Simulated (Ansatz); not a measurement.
A single layer of InSe after relaxation:

```xyz
4
Lattice="4.0266 0.0000 0.0000 -2.0133 3.4871 0.0000 0.0000 0.0000 36.7212" Properties=species:S:1:pos:R:3 pbc="T T F"
Se    0.0000    0.0000   15.6673
In    2.0133    1.1624   16.9628
In    2.0133    1.1624   19.7573
Se    0.0000    0.0000   21.0529
```

These are results of Ansatz, DFT PBE+D3(BJ), scalar-relativistic, plane waves, PAW, not measurements. Plane waves to 420 eV, a k mesh through Γ of 12×12×1 on the computed 4-atom cell and Gaussian smearing (0.02 eV); no spin polarisation. The sheet is isolated along c (Coulomb cut-off).

For the sheet, the band gap on the sampled k points is 1.63 eV, the least direct gap is 1.70 eV and the ionisation potential from the Kohn-Sham band edge is 5.99 eV. The electron affinity from the Kohn-Sham band edge is 4.36 eV and the bader charges (e) is Se1 -0.69, In2 0.69, In3 0.69, Se4 -0.69.

Path Γ–M–K–Γ, 16 steps a segment; levels in eV from the Fermi level, bands counted among those of the PAW valence electrons:

```
k (1/Å) point band 27  band 28  band 29  band 30  band 31  band 32
  0.000      Γ    -1.19    -1.19    -0.89     0.81     2.03     4.27
  0.056           -1.26    -1.20    -0.87     0.88     2.10     4.19
  0.113           -1.31    -1.23    -0.85     1.04     2.26     4.01
  0.169           -1.37    -1.28    -0.83     1.26     2.50     3.77
  0.225           -1.45    -1.35    -0.82     1.48     2.71     3.57
  0.281           -1.53    -1.43    -0.82     1.67     2.74     3.56
  0.338           -1.63    -1.52    -0.82     1.82     2.57     3.73
  0.394           -1.73    -1.61    -0.85     1.92     2.34     3.92
  0.451           -1.83    -1.70    -0.90     1.95     2.12     4.05
  0.507           -1.93    -1.79    -0.97     1.93     1.94     3.92
  0.563           -2.02    -1.87    -1.07     1.78     1.88     3.80
  0.619           -2.10    -1.94    -1.20     1.67     1.80     3.69
  0.676           -2.17    -2.01    -1.34     1.60     1.71     3.60
  0.732           -2.23    -2.06    -1.49     1.56     1.63     3.52
  0.788           -2.27    -2.09    -1.62     1.53     1.57     3.46
  0.845           -2.29    -2.12    -1.71     1.52     1.52     3.42
  0.901      M    -2.30    -2.12    -1.74     1.51     1.52     3.41
  0.933           -2.31    -2.13    -1.74     1.52     1.53     3.42
  0.966           -2.35    -2.15    -1.74     1.56     1.56     3.46
  0.998           -2.40    -2.16    -1.74     1.61     1.62     3.52
  1.031           -2.47    -2.17    -1.74     1.67     1.69     3.59
  1.063           -2.54    -2.17    -1.74     1.74     1.77     3.69
  1.096           -2.60    -2.17    -1.74     1.79     1.86     3.76
  1.129           -2.65    -2.16    -1.74     1.84     1.94     3.63
  1.161           -2.68    -2.15    -1.75     1.87     2.01     3.52
  1.194           -2.69    -2.14    -1.76     1.88     2.08     3.42
  1.226           -2.68    -2.12    -1.77     1.88     2.14     3.35
  1.258           -2.65    -2.11    -1.79     1.86     2.19     3.30
  1.291           -2.63    -2.10    -1.81     1.83     2.23     3.27
  1.323           -2.59    -2.09    -1.83     1.80     2.26     3.25
  1.356           -2.56    -2.08    -1.86     1.78     2.28     3.24
  1.389           -2.54    -2.08    -1.88     1.76     2.29     3.23
  1.421      K    -2.53    -2.07    -1.88     1.76     2.29     3.23
  1.486           -2.57    -2.08    -1.85     1.78     2.28     3.23
  1.551           -2.69    -2.11    -1.75     1.85     2.27     3.23
  1.616           -2.83    -2.15    -1.60     1.96     2.25     3.23
  1.681           -2.98    -2.21    -1.45     2.08     2.25     3.24
  1.746           -2.85    -2.28    -1.30     2.21     2.27     3.27
  1.811           -2.62    -2.35    -1.16     2.28     2.32     3.35
  1.876           -2.44    -2.37    -1.04     2.27     2.42     3.46
  1.941           -2.37    -2.15    -0.94     2.24     2.52     3.57
  2.006           -2.12    -1.94    -0.88     2.17     2.66     3.58
  2.071           -1.90    -1.74    -0.83     2.04     2.84     3.47
  2.136           -1.70    -1.57    -0.82     1.85     3.05     3.25
  2.201           -1.54    -1.43    -0.81     1.62     2.94     3.35
  2.266           -1.42    -1.32    -0.83     1.36     2.63     3.64
  2.331           -1.33    -1.25    -0.84     1.11     2.33     3.94
  2.396           -1.28    -1.20    -0.87     0.90     2.12     4.17
  2.461      Γ    -1.19    -1.19    -0.89     0.81     2.03     4.27
```

Cost: 1 run of about 1.9 core-minutes, on Intel Xeon 6975P-C (Granite Rapids) (shared hosts).